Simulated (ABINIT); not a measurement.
The system is BAs.

```xyz
2
Lattice="0.0000 2.3885 2.3885 2.3885 0.0000 2.3885 2.3885 2.3885 0.0000" Properties=species:S:1:pos:R:3 pbc="T T T"
As    3.5827    3.5827    3.5827
B     0.0000    0.0000    0.0000
```

Base run:

```yaml
Program: ABINIT 10.8.3 (patched build)
Functional: revPBE
Potentials_or_basis: JTH PAW PBE v2.0 sp
Cutoff: 408 eV
k_mesh: 10 × 10 × 10
Occupations: fermi-dirac, width 0.05 eV
Spin: no spin polarisation
```

Its results: band gap on the k mesh 1.21 eV, indirect (least direct gap 3.31 eV); pressure 5.3 GPa.

Question: The run is repeated on the same cell with these changes: functional from revPBE to RPBE. What comes out?

Answer: Band gap on the k mesh 1.22 eV, indirect (least direct gap 3.31 eV); pressure 5.9 GPa.

Caveats: the PAW data sets were made with another functional, which shifts forces and pressure a little; this set keeps more shells in the core, which shifts pressures and gaps.
